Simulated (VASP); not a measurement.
Wanted: the native input for a VASP 6.6.1 run.

| Property | Result |
| --- | --- |
| Task | single point |
| Functional | LDA |
| Potentials or basis | VASP PAW LDA potentials, release 64 (N) |
| Cutoff | 520 eV |
| k mesh | 1 × 1 × 1 |
| Occupations | fermi-dirac, width 0.05 eV |
| Spin | no spin polarisation |
| Dipole correction | no |
| Further INCAR settings | LREAL = Auto; ALGO = Fast; EDIFF = 1e-06; NBANDS = 78 |

The structure of N lies in POSCAR:

```
N
1.0
    8.8620950000      0.0000000000      0.0000000000
    0.0000000000      8.8620950000      0.0000000000
    0.0000000000      0.0000000000      8.8620950000
N
24
Direct
    0.8817102502      0.6655988229      0.2374156449
    0.8982300461      0.7650109822      0.3124430510
    0.9231225799      0.6840256170      0.8036587286
    0.8505099528      0.7054652427      0.7068983124
    0.2438701007      0.9064560919      0.4325500911
    0.3070492925      0.8125505312      0.3825167751
    0.8908503012      0.3150045221      0.6108487891
    0.9010284814      0.2857563590      0.4897149038
    0.0428341154      0.3839949809      0.8793631754
    0.1266743360      0.4360819874      0.9572228689
    0.7832798001      0.1023008668      0.8464589919
    0.8565807521      0.0229065475      0.7876692814
    0.5860465274      0.5706551329      0.4611663495
    0.5805512128      0.4450302101      0.4654429906
    0.5090782710      0.7769607525      0.8476325293
    0.4121598787      0.7016286781      0.8606429969
    0.6062223436      1.0107429451      0.1546699736
    0.4955487388      1.0103254366      0.0951242342
    0.0755239026      0.9499108281      0.9758527752
    0.1874613170      1.0014900540      0.9524271631
    0.4533803801      0.3254648026      0.8222434989
    0.5696508557      0.3483939181      0.7895198596
    0.5755185427      0.0503718365      0.5591341551
    0.5564372758      0.1348326778      0.4789386708
```

The cell was built by a generator and needn't be a form met in nature.

One way to write it, as run:

INCAR

```
PREC     = Accurate       # precision mode
ENCUT    = 520            # plane-wave cutoff, eV
EDIFF    = 1E-6           # SCF threshold, eV
ISMEAR   = -1             # smearing method
SIGMA    = 0.05           # smearing width, eV
LREAL    = Auto         
LASPH    = True           # aspherical terms in the spheres
NELM     = 60             # most SCF steps
ALGO     = Fast           # electronic algorithm
ISIF     = 2              # what is computed and relaxed
LWAVE    = False          # write WAVECAR
LCHARG   = False          # write CHGCAR
NBANDS   = 78             # bands
```

KPOINTS

```
regular mesh
0
Gamma
  1 1 1
```

Potentials or basis: VASP PAW LDA potentials, release 64 (N).

The run is started by

```console
$ cat potpaw_LDA.64/N/POTCAR > POTCAR
$ mpirun -np 1 vasp_gam > vasp.out
```

It gave:

- Pressure: 0.9 GPa
- Largest force: 11.052 eV/Å
- Band gap on the k mesh: 7.01 eV, direct

Caveat: the standard files for N, O and F lose accuracy on very short bonds.

Wall time 49 s on 1 thread of AMD EPYC 9R45 96-Core Processor (Zen 5) (shared host), peak memory 0.41 GiB.
